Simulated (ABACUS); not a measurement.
# Na (Im-3m) in ABACUS: relaxation of cell and atoms with rPW86PBE

Aim: the relaxation of cell and atoms of Na with rPW86PBE.

Program: ABACUS 3.10.1. These are calculated values, not measurements. Logs are shortened: lines on timing, memory, paths and dates and some standing lists are left out, and cuts for length are marked.

## Step 1: The structure

It takes space group Im-3m (No. 229, cubic). Conventional cell: a = 4.282 Å, b = 4.282 Å, c = 4.282 Å, α = 90.00°, β = 90.00°, γ = 90.00°. Na (site symmetry m-3m) is surrounded by 8 Na at 3.71 Å.

## Step 2: Relaxation of cell and atoms, rPW86PBE

File INPUT:

```
INPUT_PARAMETERS
suffix              Na
calculation         cell-relax
basis_type          pw
pseudo_dir          ./
symmetry            1
dft_functional      GGA_X_RPW86+GGA_C_PBE
ecutwfc             89
pseudo_rcut         10
nspin               1
nbands              9
ks_solver           dav
smearing_method     fd
smearing_sigma      0.00367493
scf_thr             1e-08
scf_nmax            100
mixing_type         broyden
mixing_beta         0.7
cal_force           1
cal_stress          1
relax_nmax          60
force_thr_ev        0.02
relax_method        cg
out_stru            1
stress_thr          0.2
kpar                4
```

File STRU:

```
ATOMIC_SPECIES
Na 22.9898 Na_ONCV_PBE-1.2.upf

LATTICE_CONSTANT
7.0077106546

LATTICE_VECTORS
-0.5773502692 0.5773502692 0.5773502692
0.5773502692 -0.5773502692 0.5773502692
0.5773502692 0.5773502692 -0.5773502692

ATOMIC_POSITIONS
Cartesian

Na
0.0
1
0.0000000000 0.0000000000 0.0000000000 1 1 1
```

File KPT:

```
K_POINTS
0
Gamma
7 7 7 0 0 0
```

Potentials or basis: SG15 ONCV 1.2 PBE, plane waves.

On the command line:

```sh
$ OMP_NUM_THREADS=1 mpirun -np 4 abacus > log
```

running log:

```text
ABACUS v3.10.1

               Atomic-orbital Based Ab-initio Computation at UStc

 ------------------------------------------------------------------------------------

 READING GENERAL INFORMATION
                           global_out_dir = OUT.Na/
                           global_in_card = INPUT
                               pseudo_dir = ./
                              orbital_dir =
                                    DSIZE = 4
                                    GSIZE = 1

 READING UNITCELL INFORMATION
                                    ntype = 1
                  lattice constant (Bohr) = 7.00771
              lattice constant (Angstrom) = 3.70832

 READING ATOM TYPE 1
                               atom label = Na
                      L=0, number of zeta = 1
                      L=1, number of zeta = 1
                      L=2, number of zeta = 1
             number of atom for this type = 1

                        TOTAL ATOM NUMBER = 1
CARTESIAN COORDINATES ( UNIT =       7.007710654600 Bohr ).
    atom                   x                   y                   z     mag                  vx                  vy                  vz
tauc_Na1            0.0000000000        0.0000000000        0.0000000000  0.0000        0.0000000000        0.0000000000        0.0000000000

                          Volume (Bohr^3) = 264.915
                             Volume (A^3) = 39.2563

 Lattice vectors: (Cartesian coordinate: in unit of a_0)
             -0.57735            +0.57735            +0.57735
             +0.57735            -0.57735            +0.57735
             +0.57735            +0.57735            -0.57735
 Reciprocal vectors: (Cartesian coordinate: in unit of 2 pi/a_0)
                   +0           +0.866025           +0.866025
            +0.866025                  +0           +0.866025
            +0.866025           +0.866025                  +0
 The esolver type has been set to : ksdft_pw

                PAO radial cut off (Bohr) = 10

 Read in pseudopotential file is Na_ONCV_PBE-1.2.upf
                     pseudopotential type = NC
          exchange-correlation functional = PBE
                 nonlocal core correction = 0
                        valence electrons = 9
                                     lmax = 1
                           number of zeta = 0
                     number of projectors = 4
                           L of projector = 0
                           L of projector = 0
                           L of projector = 1
                           L of projector = 1
 XC functional updated to : GGA_X_RPW86+GGA_C_PBE
          exchange-correlation functional = GGA_X_RPW86+GGA_C_PBE
     initial pseudo atomic orbital number = 0

 SETUP THE ELECTRONS NUMBER
            electron number of element Na = 9
      total electron number of element Na = 9
            AUTOSET number of electrons:  = 9
                           occupied bands = 5
                                   NBANDS = 9
                                   NLOCAL = 9

%%%%%%%%%%%%%%%%%%%%%%%%%%%%%%%%%%%%%%%%%%%%%%%%%%%%%%%%%%%%%%%%%%%%%%%%%%%%%%%%%%%%%%%%%%%%%%%%%%%%%%%%%%
 Warning: the number of valence electrons in pseudopotential > 1 for Na: [Ne] 3s1
 Pseudopotentials with additional electrons can yield (more) accurate outcomes, but may be less efficient.
 If you're confident that your chosen pseudopotential is appropriate, you can safely ignore this warning.
%%%%%%%%%%%%%%%%%%%%%%%%%%%%%%%%%%%%%%%%%%%%%%%%%%%%%%%%%%%%%%%%%%%%%%%%%%%%%%%%%%%%%%%%%%%%%%%%%%%%%%%%%%

 SETUP THE PLANE WAVE BASIS
 energy cutoff for charge/potential (unit:Ry) = 356
            fft grid for charge/potential = [ 45, 45, 45 ]
                        fft grid division = [ 1, 1, 1 ]
        big fft grid for charge/potential = [ 45, 45, 45 ]
                                     nbxx = 91125
                                     nrxx = 91125

 SETUP PLANE WAVES FOR CHARGE/POTENTIAL
                    number of plane waves = 30093
                         number of sticks = 1315

 PARALLEL PW FOR CHARGE/POTENTIAL
     PROC   COLUMNS(POT)             PW
        1           1315          30093
 --------------- sum -------------------
        1           1315          30093
                            number of |g| = 273
                                  max |g| = 442.5
                                  min |g| = 0

----------- Double Check Mixing Parameters Begin ------------
mixing_type: broyden
mixing_beta: 0.7
mixing_gg0: 1
mixing_gg0_min: 0.1
mixing_ndim: 8
----------- Double Check Mixing Parameters End ------------

 LATTICE VECTORS: (CARTESIAN COORDINATE: IN UNIT OF A0)
             -0.57735            +0.57735            +0.57735
             +0.57735            -0.57735            +0.57735
             +0.57735            +0.57735            -0.57735
                       right hand lattice = 1
                                   NORM_A = 1
                                   NORM_B = 1
                                   NORM_C = 1
                           ALPHA (DEGREE) = 109.471
                           BETA  (DEGREE) = 109.471
                           GAMMA (DEGREE) = 109.471

 The lattice vectors have been changed (STRU_SIMPLE.cif)

(for optimal symmetric configuration:)
                             BRAVAIS TYPE = 2
                     BRAVAIS LATTICE NAME = 02. Cubic I (body-centered)
                                    ibrav = 2
                                    IBRAV = 2
                                  BRAVAIS = BODY CENTERED CUBIC
                       LATTICE CONSTANT A = 1.1547
Original cell was already a primitive cell.
                        ROTATION MATRICES = 48
[... 6 lines left out ...]
                                    nspin = 1
                   Input type of k points = Monkhorst-Pack(Gamma)
                                   nkstot = 343
                       right hand lattice = 1
(for reciprocal lattice: )
[... 8 lines left out ...]
                       right hand lattice = 1
                        ROTATION MATRICES = 48
                               nkstot_ibz = 20
K-POINTS REDUCTION ACCORDING TO SYMMETRY
     IBZ    DIRECT_X    DIRECT_Y    DIRECT_Z  WEIGHT  ibz2bz
       1  0.00000000  0.00000000  0.00000000  0.0029       0
       2 -0.14285714  0.14285714  0.00000000  0.0350       1
       3 -0.28571429  0.28571429  0.00000000  0.0350       2
       4 -0.42857143  0.42857143  0.00000000  0.0350       3
       5 -0.14285714 -0.14285714  0.28571429  0.0700       8
       6 -0.14285714 -0.28571429  0.42857143  0.1399       9
[... 12 lines left out ...]
      19  0.42857143  0.42857143  0.42857143  0.0233     130
      20 -0.42857143  0.42857143  0.42857143  0.0175     172

                               nkstot now = 20
[... K-POINTS DIRECT COORDINATES: 20 rows ...]

           k-point number in this process = 5
       minimum distributed K point number = 5
[... stars of the k points ...]

[... K-POINTS CARTESIAN COORDINATES: 5 rows ...]

[... K-POINTS DIRECT COORDINATES: 5 rows ...]

 SETUP PLANE WAVES FOR WAVE FUNCTIONS
     energy cutoff for wavefunc (unit:Ry) = 89
              fft grid for wave functions = [ 45, 45, 45 ]
                    number of plane waves = 4321
                         number of sticks = 363

 PARALLEL PW FOR WAVE FUNCTIONS
     PROC   COLUMNS(POT)             PW
        1            363           4321
 --------------- sum -------------------
        1            363           4321

 SETUP NONLOCAL PSEUDOPOTENTIALS IN PLANE WAVE BASIS
 Na non-local projectors:
 projector 1 L=0
 projector 2 L=0
 projector 3 L=1
 projector 4 L=1
      TOTAL NUMBER OF NONLOCAL PROJECTORS = 8

 Init Non-Local PseudoPotential table :
 Init Non-Local-Pseudopotential done.

                                     npwx = 3781

 -------------------------------------------
 STEP OF RELAXATION : 1
 -------------------------------------------
                                 init_chg = atomic

 PW ALGORITHM --------------- ION=   1  ELEC=   1--------------------------------
 Notice: Threshold on eigenvalues was too large.
 hsover_error=0.09 > DRHO=0.0213613
 Origin diag ethr = 0.01
 New diag ethr = 0.000237348

 Density error is 0.0204847161319
                          Error Threshold = 0.000237347860867
----------------------------------------------------------
     Energy           Rydberg                 eV
----------------------------------------------------------
 E_KohnSham     -85.3426062529       -1161.1457272097
 E_Harris       -86.7468778838       -1180.2518229297
 E_Fermi        0.1305028163         1.7755819070
----------------------------------------------------------
[... 327 lines left out ...]
 Density error is 0.000005729564
                          Error Threshold = 0.000000069050
----------------------------------------------------------
     Energy           Rydberg                 eV
----------------------------------------------------------
 E_KohnSham     -85.3465365246       -1161.1992013000
 E_Harris       -85.3628523633       -1161.4211896730
 E_Fermi        0.1359961657         1.8503227593
----------------------------------------------------------

[... 2 further cycles ...]
 PW ALGORITHM --------------- ION=   4  ELEC=   4--------------------------------

 Density error is 0.000000000125
                          Error Threshold = 0.000000000123
----------------------------------------------------------
     Energy           Rydberg                 eV
----------------------------------------------------------
 E_KohnSham     -85.3465324211       -1161.1991454687
 E_KS(sigma->0) -85.3463547163       -1161.1967276706
 E_Harris       -85.3465811892       -1161.1998089929
 E_band         -17.7138773175       -241.0096651903
 E_one_elec     -69.6895231741       -948.1746060706
 E_Hartree      34.1921799534        465.2084744077
 E_xc           -12.6799149540       -172.5190935297
 E_Ewald        -37.1689188368       -505.7090846799
 E_entropy(-TS) -0.0003554096        -0.0048355961
 E_descf        0.0000000000         0.0000000000
 E_exx          0.0000000000         0.0000000000
 E_Fermi        0.1357203884         1.8465706171
----------------------------------------------------------
[... 416 lines left out ...]
 E_KS(sigma->0) -85.3463721955       -1161.1969654875
 E_Harris       -85.3459550457       -1161.1912898737
 E_band         -17.6717455273       -240.4364327769
 E_one_elec     -69.4124151081       -944.4043574113
 E_Hartree      34.0762081422        463.6305969684
 E_xc           -12.6816591978       -172.5428251844
 E_Ewald        -37.3283288531       -507.8779692202
 E_entropy(-TS) -0.0003543574        -0.0048212801
 E_descf        0.0000000000         0.0000000000
 E_exx          0.0000000000         0.0000000000
 E_Fermi        0.1399090770         1.9035606493
----------------------------------------------------------

 charge density convergence is achieved
 final etot is -1161.19937612758 eV
 EFERMI = 1.90356064930 eV

 STATE ENERGY(eV) AND OCCUPATIONS    NSPIN == 1
 1/5 kpoint (Cartesian) = 0.00000 0.00000 0.00000 (3781 pws)
       1     -51.185360       0.005831
       2     -23.105170       0.005831
       3     -23.105170       0.005831
       4     -23.105170       0.005831
       5      -1.356141       0.005831
       6      13.855929       0.000000
       7      13.855929       0.000000
       8      13.855929       0.000000
       9      14.847443       0.000000

 2/5 kpoint (Cartesian) = 0.12677 -0.12677 0.00000 (3757 pws)
       1     -51.184953       0.069971
       2     -23.112248       0.069971
       3     -23.107546       0.069971
       4     -23.105153       0.069971
       5      -0.993727       0.069971
       6      10.729538       0.000000
       7      12.407385       0.000000
       8      12.830462       0.000000
       9      13.248955       0.000000

 3/5 kpoint (Cartesian) = 0.25354 -0.25354 0.00000 (3775 pws)
       1     -51.184051       0.069971
       2     -23.128042       0.069971
       3     -23.112884       0.069971
       4     -23.105119       0.069971
       5       0.078939       0.069971
       6       7.208125       0.000000
       7      11.059395       0.000000
       8      11.779672       0.000000
       9      12.002680       0.000000

 4/5 kpoint (Cartesian) = 0.38031 -0.38031 0.00000 (3762 pws)
       1     -51.183321       0.069971
       2     -23.140599       0.069971
       3     -23.117162       0.069971
       4     -23.105093       0.069971
       5       1.817550       0.059346
       6       4.243017       0.000000
       7      10.371945       0.000000
       8      11.241712       0.000000
       9      11.381166       0.000000

 5/5 kpoint (Cartesian) = 0.12677 0.12677 -0.25354 (3767 pws)
       1     -51.184301       0.139942
       2     -23.123063       0.139942
       3     -23.110327       0.139942
       4     -23.106816       0.139942
       5      -0.276266       0.139942
       6       8.850250       0.000000
       7       9.488462       0.000000
       8      11.675289       0.000000
       9      13.491000       0.000000

------------------------------------------------------------------------------------------
 TOTAL-FORCE (eV/Angstrom)
------------------------------------------------------------------------------------------
                       Na1         0.0000000000         0.0000000000         0.0000000000
------------------------------------------------------------------------------------------
[... 10 lines left out ...]
 Largest gradient in force is 0.000000 eV/A.
 Threshold is 0.020000 eV/A.

 Largest gradient in stress is 0.077474 kbar.
 Threshold is 0.200000 kbar.

 Relaxation is converged!

 --------------------------------------------
 !FINAL_ETOT_IS -1161.1993761275848556 eV
 --------------------------------------------
```

It took 19 s on 4 MPI ranks of AMD EPYC 7R43 (Zen 3), shared host; peak memory 0.32 GiB.

What came out:

- Free energy: -1161.1994 eV
- Relaxed volume: 36.49 Å³/atom
- Relaxed cell: a = 3.619 Å, b = 3.619 Å, c = 3.619 Å, α = 109.47°, β = 109.47°, γ = 109.47°
- Space group after relaxing (to 0.05 Å): Im-3m (No. 229)
- Energy gained by relaxing: 5.2 meV/atom
- Ionic steps: 9
- Pressure after relaxing: 0.0 GPa
- Band gap on the k mesh: none (metal or under the smearing width)

Step by step:
| step | energy change (eV) | largest force (eV/Å) | pressure (GPa) | volume (Å³) |
| --- | --- | --- | --- | --- |
| 1 | 0.0000 | 0.0000 | -0.54 | 39.26 |
| 2 | -0.0023 | 0.0000 | -0.42 | 38.49 |
| 3 | -0.0049 | 0.0000 | -0.14 | 37.02 |
| 4 | -0.0049 | 0.0000 | -0.13 | 36.96 |
| 5 | -0.0051 | 0.0000 | -0.09 | 36.77 |
| 6 | -0.0051 | 0.0000 | -0.08 | 36.73 |
| 7 | -0.0052 | 0.0000 | -0.05 | 36.60 |
| 8 | -0.0052 | 0.0000 | -0.05 | 36.57 |
| 9 | -0.0052 | 0.0000 | -0.01 | 36.49 |

Final structure:
```yaml
crystal:
  lattice:
    - [-2.08943, 2.08943, 2.08943]
    - [2.08943, -2.08943, 2.08943]
    - [2.08943, 2.08943, -2.08943]
  atoms:
    - { symbol: Na, position: [0.00000, 0.00000, 0.00000] }
```

Caveat: the potentials were made for another functional, which shifts forces and pressure.
